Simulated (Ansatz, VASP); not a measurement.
# Nb4GaSe8 in two plane-wave programs, part 2 of 3

Aim: how closely do two programs agree when they are given the same cell, functional and k mesh? The cell is taken from a series of runs on this material, whose earlier steps may have relaxed, scaled, displaced or heated it; both programs get it as it stands.

VASP 6.6.1 and Ansatz 0.2.0.

So far: The starting structure; Ansatz: relaxation of cell and atoms, r2SCAN with rVV10.

## (3) VASP: relaxation of cell and atoms, r2SCAN with rVV10

Level of this step: r2SCAN with rVV10; plane waves and PAW (Nb_sv, Ga_d, Se) (VASP).

The same cell, functional, mesh and smearing now go to VASP, with its own data sets.

Lines of VASP's logs that name or quote its potential files are left out, and so is its time.

Contents of INCAR:

```
SYSTEM = Nb4GaSe8
PREC = Accurate
ENCUT = 550
EDIFF = 1E-07
NELM = 120
ISMEAR = 0
SIGMA = 0.1
LREAL = .FALSE.
ALGO = Normal
METAGGA = R2SCAN
LUSE_VDW = .TRUE.
IVDW_NL = 2
BPARAM = 11.95
CPARAM = 0.0093
LASPH = .TRUE.
NBANDS = 70
LORBIT = 11
LWAVE = .FALSE.
LCHARG = .FALSE.
ISIF = 3
IBRION = 2
NSW = 80
EDIFFG = -0.005
GGA_COMPAT = .FALSE.
NELMIN = 4
LMIXTAU = .TRUE.
KPAR = 4
```

Contents of POSCAR:

```
Nb4GaSe8
1.0
    0.0000000000      5.2100000000      5.2100000000
    5.2100000000      0.0000000000      5.2100000000
    5.2100000000      5.2100000000      0.0000000000
Nb Ga Se
4 1 8
Direct
    0.3969000000      0.3969000000      0.3969000000
    0.8093000000      0.3969000000      0.3969000000
    0.3969000000      0.3969000000      0.8093000000
    0.3969000000      0.8093000000      0.3969000000
    0.0000000000      0.0000000000      0.0000000000
    0.6357000000      0.6357000000      0.6357000000
    0.0929000000      0.6357000000      0.6357000000
    0.6357000000      0.6357000000      0.0929000000
    0.6357000000      0.0929000000      0.6357000000
    0.1344000000      0.1344000000      0.1344000000
    0.5968000000      0.1344000000      0.1344000000
    0.1344000000      0.1344000000      0.5968000000
    0.1344000000      0.5968000000      0.1344000000
```

Contents of KPOINTS:

```
Automatic mesh
0
Gamma
6 6 6
0 0 0
```

PAW data sets: Nb_sv, Ga_d and Se (PBE family, release 64).

Started as:

```sh
mpirun -np 4 vasp_std
```

The log of the run:

```text
[banner, memory and clock lines left out]
running    4 mpi-ranks, on    1 nodes
 distrk:  each k-point on    1 cores,    4 groups
 distr:  one band on    1 cores,    1 groups

 POSCAR found type information on POSCAR NbGaSe
 POSCAR found :  3 types and      13 ions
|                                                                             |
|               ----> ADVICE to this user running VASP <----                  |
|                                                                             |
|     You have switched on vdW-DFT.                                           |
|     This routine was written and supplied by Jiri Klimes. We recommend      |
|     that you carefully read and cite the following publications:            |
|       J. Klimes, D.R. Bowler, A. Michelides                                 |
|          J. Phys.: Cond Matt. 22 022201 (2010)                              |
|       J. Klimes, D.R. Bowler, A. Michelides                                 |
|          Phys. Rev. B. 83, 195131 (2011)                                    |
|     and references therein.                                                 |
|                                                                             |

|                                                                             |
|               ----> ADVICE to this user running VASP <----                  |
|                                                                             |
|     You enforced a specific xc type in the INCAR file but a different       |
|     [... a line on the potential file left out ...]
|     I HOPE YOU KNOW WHAT YOU ARE DOING!                                     |
|                                                                             |

 LDA part: xc-table for (None), standard interpolation
 POSCAR, INCAR and KPOINTS ok, starting setup
 FFT: planning ... GRIDC
 FFT: planning ... GRID_SOFT
 FFT: planning ... GRID
 WAVECAR not read
 entering main loop
       N       E                     dE             d eps       ncg     rms          rms(c)
Total rVV10 correction in eV:      2.3395232   125.5925985
Total rVV10 correction in eV:      2.3395232   125.5925985
Total rVV10 correction in eV:      2.3395232   125.5925985
Total rVV10 correction in eV:      2.3395232   125.5925985
DAV:   1     0.124756346966E+04    0.12476E+04   -0.54755E+04  2388   0.181E+03
DAV:   2    -0.512828836748E+02   -0.12988E+04   -0.12544E+04  2504   0.619E+02
DAV:   3    -0.250863176492E+03   -0.19958E+03   -0.18930E+03  3292   0.193E+02
DAV:   4    -0.271069548947E+03   -0.20206E+02   -0.19773E+02  3616   0.593E+01
DAV:   5    -0.272938531846E+03   -0.18690E+01   -0.18550E+01  3944   0.150E+01    0.213E+01
Total rVV10 correction in eV:      2.3436965   125.5925998
Total rVV10 correction in eV:      2.3436965   125.5925998
Total rVV10 correction in eV:      2.3436965   125.5925998
Total rVV10 correction in eV:      2.3436965   125.5925998
DAV:   6    -0.245042445236E+03    0.27896E+02   -0.21093E+01  3640   0.382E+01    0.700E+00
Total rVV10 correction in eV:      2.3467008   125.5925999
Total rVV10 correction in eV:      2.3467008   125.5925999
Total rVV10 correction in eV:      2.3467008   125.5925999
Total rVV10 correction in eV:      2.3467008   125.5925999
DAV:   7    -0.233318529931E+03    0.11724E+02   -0.68188E+00  2572   0.106E+01    0.424E+00
Total rVV10 correction in eV:      2.3733137   125.5925999
Total rVV10 correction in eV:      2.3733137   125.5925999
Total rVV10 correction in eV:      2.3733137   125.5925999
Total rVV10 correction in eV:      2.3733137   125.5925999
DAV:   8    -0.235084440374E+03   -0.17659E+01   -0.27901E+00  2808   0.756E+00    0.267E+00
Total rVV10 correction in eV:      2.3983397   125.5925999
Total rVV10 correction in eV:      2.3983397   125.5925999
Total rVV10 correction in eV:      2.3983397   125.5925999
Total rVV10 correction in eV:      2.3983397   125.5925999
DAV:   9    -0.234750918847E+03    0.33352E+00   -0.10943E+00  2654   0.452E+00    0.866E-01
Total rVV10 correction in eV:      2.3954554   125.5925999
Total rVV10 correction in eV:      2.3954554   125.5925999
Total rVV10 correction in eV:      2.3954554   125.5925999
Total rVV10 correction in eV:      2.3954554   125.5925999
DAV:  10    -0.235414616954E+03   -0.66370E+00   -0.75836E-01  2688   0.423E+00    0.577E-01
Total rVV10 correction in eV:      2.3984456   125.5925999
Total rVV10 correction in eV:      2.3984456   125.5925999
Total rVV10 correction in eV:      2.3984456   125.5925999
Total rVV10 correction in eV:      2.3984456   125.5925999
DAV:  11    -0.235427570166E+03   -0.12953E-01   -0.66822E-02  3918   0.113E+00    0.356E-01
Total rVV10 correction in eV:      2.3988181   125.5925999
[...]
Total rVV10 correction in eV:      2.4147450   125.5925998
Total rVV10 correction in eV:      2.4147450   125.5925998
Total rVV10 correction in eV:      2.4147450   125.5925998
DAV:   3    -0.235435646167E+03   -0.49686E-06   -0.15712E-06  3330   0.658E-03    0.318E-03
Total rVV10 correction in eV:      2.4147386   125.5925998
Total rVV10 correction in eV:      2.4147386   125.5925998
Total rVV10 correction in eV:      2.4147386   125.5925998
Total rVV10 correction in eV:      2.4147386   125.5925998
DAV:   4    -0.235435646646E+03   -0.47905E-06   -0.17460E-07  1920   0.266E-03    0.117E-03
[...]
Total rVV10 correction in eV:      2.4174187   125.5925998
Total rVV10 correction in eV:      2.4174187   125.5925998
Total rVV10 correction in eV:      2.4174187   125.5925998
Total rVV10 correction in eV:      2.4174187   125.5925998
DAV:   5    -0.235435603540E+03   -0.13382E-04   -0.65949E-05  3256   0.391E-02    0.193E-02
Total rVV10 correction in eV:      2.4175508   125.5925998
Total rVV10 correction in eV:      2.4175508   125.5925998
Total rVV10 correction in eV:      2.4175508   125.5925998
Total rVV10 correction in eV:      2.4175508   125.5925998
DAV:   6    -0.235435566575E+03    0.36965E-04   -0.61792E-05  3128   0.466E-02    0.111E-02
Total rVV10 correction in eV:      2.4175451   125.5925998
Total rVV10 correction in eV:      2.4175451   125.5925998
Total rVV10 correction in eV:      2.4175451   125.5925998
Total rVV10 correction in eV:      2.4175451   125.5925998
DAV:   7    -0.235435603733E+03   -0.37158E-04   -0.36406E-05  3368   0.304E-02    0.730E-03
Total rVV10 correction in eV:      2.4175452   125.5925998
Total rVV10 correction in eV:      2.4175452   125.5925998
Total rVV10 correction in eV:      2.4175452   125.5925998
Total rVV10 correction in eV:      2.4175452   125.5925998
DAV:   8    -0.235435604298E+03   -0.56534E-06   -0.40702E-06  3404   0.102E-02    0.291E-03
Total rVV10 correction in eV:      2.4175518   125.5925998
Total rVV10 correction in eV:      2.4175518   125.5925998
Total rVV10 correction in eV:      2.4175518   125.5925998
Total rVV10 correction in eV:      2.4175518   125.5925998
DAV:   9    -0.235435604137E+03    0.16152E-06   -0.75010E-07  2856   0.486E-03    0.194E-03
Total rVV10 correction in eV:      2.4175520   125.5925998
Total rVV10 correction in eV:      2.4175520   125.5925998
Total rVV10 correction in eV:      2.4175520   125.5925998
Total rVV10 correction in eV:      2.4175520   125.5925998
DAV:  10    -0.235435604179E+03   -0.42219E-07   -0.23513E-07  1992   0.295E-03
Total rVV10 correction in eV:      2.4175535   125.5925998
Total rVV10 correction in eV:      2.4175535   125.5925998
Total rVV10 correction in eV:      2.4175535   125.5925998
Total rVV10 correction in eV:      2.4175535   125.5925998
Total rVV10 correction in eV:      2.4175533   125.5925998
Total rVV10 correction in eV:      2.4175533   125.5925998
Total rVV10 correction in eV:      2.4175533   125.5925998
Total rVV10 correction in eV:      2.4175533   125.5925998
   6 F= -.23543560E+03 E0= -.23541631E+03  d E =0.428555E-04
 trial-energy change:    0.000043  1 .order    0.000023   -0.000447    0.000494
 step:   0.4654(harm=  0.4975)  dis= 0.00050  next Energy=  -235.435745 (dE=-0.976E-04)
 bond charge predicted
       N       E                     dE             d eps       ncg     rms          rms(c)
Total rVV10 correction in eV:      2.4176560   125.5925998
Total rVV10 correction in eV:      2.4176560   125.5925998
Total rVV10 correction in eV:      2.4176560   125.5925998
Total rVV10 correction in eV:      2.4176560   125.5925998
DAV:   1    -0.235435876447E+03   -0.27231E-03   -0.37952E-02  2780   0.131E+00    0.166E-01
Total rVV10 correction in eV:      2.4168199   125.5925998
Total rVV10 correction in eV:      2.4168199   125.5925998
Total rVV10 correction in eV:      2.4168199   125.5925998
Total rVV10 correction in eV:      2.4168199   125.5925998
DAV:   2    -0.235435813200E+03    0.63247E-04   -0.47048E-03  3006   0.457E-01    0.691E-02
Total rVV10 correction in eV:      2.4162945   125.5925998
Total rVV10 correction in eV:      2.4162945   125.5925998
Total rVV10 correction in eV:      2.4162945   125.5925998
Total rVV10 correction in eV:      2.4162945   125.5925998
DAV:   3    -0.235435735365E+03    0.77835E-04   -0.31517E-04  3050   0.107E-01    0.309E-02
Total rVV10 correction in eV:      2.4160473   125.5925998
Total rVV10 correction in eV:      2.4160473   125.5925998
Total rVV10 correction in eV:      2.4160473   125.5925998
Total rVV10 correction in eV:      2.4160473   125.5925998
DAV:   4    -0.235435726970E+03    0.83954E-05   -0.13727E-04  3456   0.501E-02    0.192E-02
Total rVV10 correction in eV:      2.4160627   125.5925998
Total rVV10 correction in eV:      2.4160627   125.5925998
Total rVV10 correction in eV:      2.4160627   125.5925998
Total rVV10 correction in eV:      2.4160627   125.5925998
DAV:   5    -0.235435735356E+03   -0.83861E-05   -0.20794E-05  3266   0.219E-02    0.108E-02
Total rVV10 correction in eV:      2.4159900   125.5925998
Total rVV10 correction in eV:      2.4159900   125.5925998
Total rVV10 correction in eV:      2.4159900   125.5925998
Total rVV10 correction in eV:      2.4159900   125.5925998
DAV:   6    -0.235435729287E+03    0.60694E-05   -0.19669E-05  3104   0.263E-02    0.605E-03
Total rVV10 correction in eV:      2.4159926   125.5925998
Total rVV10 correction in eV:      2.4159926   125.5925998
Total rVV10 correction in eV:      2.4159926   125.5925998
Total rVV10 correction in eV:      2.4159926   125.5925998
DAV:   7    -0.235435742829E+03   -0.13542E-04   -0.11550E-05  3340   0.172E-02    0.399E-03
Total rVV10 correction in eV:      2.4159925   125.5925998
Total rVV10 correction in eV:      2.4159925   125.5925998
Total rVV10 correction in eV:      2.4159925   125.5925998
Total rVV10 correction in eV:      2.4159925   125.5925998
DAV:   8    -0.235435743945E+03   -0.11161E-05   -0.12605E-06  3360   0.570E-03    0.162E-03
Total rVV10 correction in eV:      2.4159890   125.5925998
Total rVV10 correction in eV:      2.4159890   125.5925998
Total rVV10 correction in eV:      2.4159890   125.5925998
Total rVV10 correction in eV:      2.4159890   125.5925998
DAV:   9    -0.235435743964E+03   -0.19025E-07   -0.19170E-07  1848   0.272E-03
Total rVV10 correction in eV:      2.4159875   125.5925998
Total rVV10 correction in eV:      2.4159875   125.5925998
Total rVV10 correction in eV:      2.4159875   125.5925998
Total rVV10 correction in eV:      2.4159875   125.5925998
Total rVV10 correction in eV:      2.4159884   125.5925998
Total rVV10 correction in eV:      2.4159884   125.5925998
Total rVV10 correction in eV:      2.4159884   125.5925998
Total rVV10 correction in eV:      2.4159884   125.5925998
   7 F= -.23543574E+03 E0= -.23541646E+03  d E =-.969293E-04
 curvature:  -0.36 expect dE=-0.426E-06 dE for cont linesearch -0.318E-06
 trial: gam=-0.03885 g(F)=  0.748E-06 g(S)=  0.428E-06 ort = 0.234E-04 (trialstep = 0.931E+00)
 search vector abs. value=  0.300E-06
 reached required accuracy - stopping structural energy minimisation
```

(Part 2 of 3 ends here.)

[Lines on the potential files, build, host, timing and source positions are cut from VASP's logs without a mark.]

[Logs are printed without paths, hosts, clocks, repeated set-up lines and the standing remarks that a program may print on its own settings, such as how far it seeks lower states.]

[Hosts, paths, dates, database ids (printed as entryN), source tags and the programs' standing remarks are cut or masked in the printed files.]
